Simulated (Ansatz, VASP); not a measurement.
## RbBr in VASP and in Ansatz

INCAR

```
SYSTEM = RbBr
ALGO = Normal
EDIFF = 1E-6
ENCUT = 520
GGA = PS
ISIF = 2
ISMEAR = 0
LASPH = .TRUE.
LCHARG = .FALSE.
LREAL = .FALSE.
LWAVE = .FALSE.
NBANDS = 15
NELM = 80
PREC = Accurate
SIGMA = 0.05
```

KPOINTS

```
k-points
0
G
  6 6 6
  0 0 0
```

The input POSCAR:

```
RbBr
1.0
    4.2329756082      0.0000000000      0.0000000000
    0.0000000000      4.2329756082      0.0000000000
    0.0000000000      0.0000000000      4.0701688540
Rb Br
1 1
Direct
   -0.0396914813      0.0000000000      0.0000000000
    0.5424552411      0.5000000000      0.5000000000
```

Input for Ansatz:

```yaml
crystal:
  lattice:
    - [4.2329756082, 0.0, 0.0]
    - [0.0, 4.2329756082, 0.0]
    - [0.0, 0.0, 4.070168854]
  atoms:
    - { symbol: Rb, position: [-0.0396914813, 0.0, 0.0] }
    - { symbol: Br, position: [0.5424552411, 0.5, 0.5] }
basis:
  ecutwfc: 420
kpoints:
  mp_grid: { grid: [6, 6, 6] }
hamiltonian:
  xc: pbesol
scf:
  occupations: { method: gaussian, width: 0.05 }
output:
  forces: true
  stress: true
  eigenvalues: true
```

Change from the starting cell: mode 4 frozen in at -0.173 Å, equal normal strain along x and y +0.0400.

Alike in both runs: task single point; functional PBEsol; k mesh 6 × 6 × 6; occupations gaussian, width 0.05 eV; no spin polarisation.

```csv
,VASP,Ansatz
version,VASP 6.6.1,Ansatz 0.2.0
potentials or method,"VASP PAW PBE potentials, release 64 (Rb_sv, Br)","scalar-relativistic, plane waves, PAW"
plane-wave cutoff (eV),520,420
valence electrons in the cell,16,16
```

Ansatz gave:

```
gap on the k mesh at the Fermi level (eV)       : 3.74
least direct gap on the mesh (eV)               : 3.84
pressure (GPa)                                  : -0.6
largest component of the traceless stress (GPa) : 0.73
rms of the force components (eV/Å)              : 0.103
```

Q: Which values does VASP return?

A: gap on the k mesh at the Fermi level (eV): 3.74; least direct gap on the mesh (eV): 3.84; pressure (GPa): -0.5; largest component of the traceless stress (GPa): 0.74; rms of the force components (eV/Å): 0.106.

Atom by atom the forces differ by 0.002 eV/Å (rms over components). With one functional, cell and mesh, what is left measures potentials, basis and numerics.

Caveats: the PAW data sets were made with another functional, which shifts forces and pressure a little (VASP). A k mesh can miss the band edges.
